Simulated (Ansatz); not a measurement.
**P at several levels of theory**

One geometry, relaxed with PBE+D3(BJ), and single points on it; plane waves with PAW potentials in Ansatz, scalar-relativistic unless the row names spin-orbit coupling. No spin polarisation. Meshes are on the primitive cell of 2 atoms. Gaps are the least over mesh and band path; pressure is positive in compression. Smearing is Gaussian, 0.10 eV. Rows that don't name D3 lack it, which shows in their pressure.

```
P
1.0
    -1.70671    2.42417    1.72019
     1.70671   -2.42417    1.72019
     1.70671    2.42417   -1.72019
P
2
Direct
  0.77443 0.02443 0.75000
  0.22557 0.97557 0.25000
```

```csv
level,cutoff (eV),k mesh,gap (eV),pressure (GPa),rough cost with bands (core-min)
PBE+D3(BJ),420,18×18×18,0,0.0,0.7
```

Question: What do r2SCAN, PBEsol give on the same cell?

Answer:
```tsv
level	cutoff (eV)	k mesh	gap (eV)	pressure (GPa)	rough cost with bands (core-min)
r2SCAN	500	18×18×18	0	4.2	1.1
PBEsol	420	18×18×18	0	1.9	0.7
```

This form isn't the element's structure at ambient conditions.